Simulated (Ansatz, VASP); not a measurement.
**One calculation of Pt, two programs**

The input INCAR:

```
SYSTEM = Pt
ALGO = Normal
EDIFF = 1E-6
ENCUT = 520
GGA = PE
ISIF = 2
ISMEAR = -1
LASPH = .TRUE.
LCHARG = .FALSE.
LREAL = .FALSE.
LWAVE = .FALSE.
NBANDS = 11
NELM = 100
PREC = Accurate
SIGMA = 0.08
```

File KPOINTS:

```
k-points
0
G
  17 17 17
  0 0 0
```

File POSCAR:

```
Pt
1.0
   -1.3912087366      1.3912087366      1.3912087366
    1.3912087366     -1.3912087366      1.3912087366
    1.3912087366      1.3912087366     -1.3912087366
Pt
1
Direct
    0.0000000000      0.0000000000      0.0000000000
```

Input for Ansatz:

```yaml
crystal:
  lattice:
    - [-1.3912087366, 1.3912087366, 1.3912087366]
    - [1.3912087366, -1.3912087366, 1.3912087366]
    - [1.3912087366, 1.3912087366, -1.3912087366]
  atoms:
    - { symbol: Pt, position: [0.0, 0.0, 0.0] }
kpoints:
  mp_grid: { grid: [17, 17, 17] }
scf:
  occupations: { method: fermi_dirac, width: 0.08 }
hamiltonian:
  xc: pbe
  pseudopotentials: { kind: all_electron, lapw: { basis_error: 0.001 } }
output:
  forces: true
  stress: true
  eigenvalues: true
  populations: true
```

Change from the starting cell: volume scaled by 0.68, LAPW.

Alike in both runs: task single point; functional PBE; k mesh 17 × 17 × 17; occupations fermi-dirac, width 0.08 eV; no spin polarisation.

|  | VASP | Ansatz |
| --- | --- | --- |
| version | VASP 6.6.1 | Ansatz 0.2.0 |
| potentials or method | VASP PAW PBE potentials, release 64 (Pt) | all-electron LAPW, scalar-relativistic |
| plane-wave cutoff (eV) | 520 | see its input |

Ansatz gave:

```
pressure (GPa) : 250.7
```

Question: Which values does VASP return?

Answer: Pressure (GPa): 252.3.

Ansatz ran all-electron here, so the differences hold the error of VASP's frozen core and of both bases.

Caveats: the cell as given lies far from equilibrium; so large a pressure means that the cell lies far from this level's equilibrium, or that cutoff or potentials fall short (VASP). The runs have no spin-orbit coupling, so splittings on Pt are missing.
